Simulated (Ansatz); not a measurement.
Co: equilibrium volume by level of theory

```
Co
1.0
     2.47200    0.00000    0.00000
    -1.23600    2.14081    0.00000
     0.00000    0.00000    4.02114
Co
2
Direct
  0.66667 0.33333 0.75000
  0.33333 0.66667 0.25000
```

| rung | level | program and potentials | cutoff (eV) | k mesh | smearing | core time | chip | equilibrium volume (Å³/atom) | notes |
| --- | --- | --- | --- | --- | --- | --- | --- | --- | --- |
| GGA + dispersion | BLYP+D3(BJ) | Ansatz, all-electron LAPW, scalar-relativistic | - | 12 × 12 × 7 | fermi-dirac 0.05 | 1.9 min | Arm Neoverse V2 | 10.57 | - |
| GGA + dispersion | revPBE+D4 | Ansatz, all-electron LAPW, scalar-relativistic | - | 12 × 12 × 7 | fermi-dirac 0.05 | 2.1 min | Arm Neoverse V2 | 10.55 | - |
| GGA + dispersion | revPBE+D3(BJ) | Ansatz, all-electron LAPW, scalar-relativistic | - | 12 × 12 × 7 | fermi-dirac 0.05 | 2.2 min | Arm Neoverse V2 | 10.46 | - |
| GGA + dispersion | PBEsol+D4 | Ansatz, all-electron LAPW, scalar-relativistic | - | 12 × 12 × 7 | fermi-dirac 0.05 | 2.2 min | Arm Neoverse V2 | 10.21 | - |
| GGA + dispersion | RPBE+D3(BJ) | Ansatz, all-electron LAPW, scalar-relativistic | - | 12 × 12 × 7 | fermi-dirac 0.05 | 2.2 min | Arm Neoverse V2 | 9.72 | - |
| GGA + dispersion | RPBE+D4 | Ansatz, all-electron LAPW, scalar-relativistic | - | 12 × 12 × 7 | fermi-dirac 0.05 | 2.3 min | Arm Neoverse V1 | 10.56 | - |
| GGA + dispersion | PBE+D3(BJ) | Ansatz, all-electron LAPW, scalar-relativistic | - | 12 × 12 × 7 | fermi-dirac 0.05 | 2.3 min | Arm Neoverse V1 | 10.55 | - |
| GGA + dispersion | BLYP+D4 | Ansatz, all-electron LAPW, scalar-relativistic | - | 12 × 12 × 7 | fermi-dirac 0.05 | 2.3 min | Arm Neoverse V1 | 10.71 | - |
| GGA + dispersion | PBE+D4 | Ansatz, all-electron LAPW, scalar-relativistic | - | 12 × 12 × 7 | fermi-dirac 0.05 | 2.4 min | Arm Neoverse V1 | 10.57 | - |
| GGA | PBEsol | Ansatz, all-electron LAPW, scalar-relativistic | - | 12 × 12 × 7 | fermi-dirac 0.05 | 2.4 min | Arm Neoverse V1 | 10.36 | - |
| GGA + dispersion | PBEsol+D3(BJ) | Ansatz, all-electron LAPW, scalar-relativistic | - | 12 × 12 × 7 | fermi-dirac 0.05 | 2.4 min | Arm Neoverse V2 | 10.09 | - |
| GGA | PBE | Ansatz, all-electron LAPW, scalar-relativistic | - | 12 × 12 × 7 | fermi-dirac 0.05 | 2.5 min | Arm Neoverse V1 | 10.87 | - |
| GGA | RPBE | Ansatz, all-electron LAPW, scalar-relativistic | - | 12 × 12 × 7 | fermi-dirac 0.05 | 2.5 min | Arm Neoverse V1 | 11.18 | - |
| LDA | LDA | Ansatz, all-electron LAPW, scalar-relativistic | - | 12 × 12 × 7 | fermi-dirac 0.05 | 2.5 min | Arm Neoverse V2 | 9.99 | - |
| GGA | BLYP | Ansatz, all-electron LAPW, scalar-relativistic | - | 12 × 12 × 7 | fermi-dirac 0.05 | 2.6 min | Arm Neoverse V2 | 11.36 | - |
| GGA | revPBE | Ansatz, all-electron LAPW, scalar-relativistic | - | 12 × 12 × 7 | fermi-dirac 0.05 | 3.8 min | Arm Neoverse N1 | 11.10 | - |

Times are single runs on shared hosts and different chips, so they are rough; meshes, cutoffs and the tasks' sizes weigh on the time. Task: relaxation of cell and atoms. All rows: collinear spin, ferromagnetic start. Smearing widths are in eV. For a metal such meshes aren't converged. Meshes are those of the run's cell of 2 atoms unless a note names another. Relaxations start from the cell shown or near it and stop with a little pressure left. Runs on faulty files, with rough fits or with known faults for this quantity aren't shown. No row holds spin-orbit coupling.

By rung: LDA 9.99; GGA + dispersion 9.72 to 10.71; GGA 10.36 to 11.36 (Å³/atom).
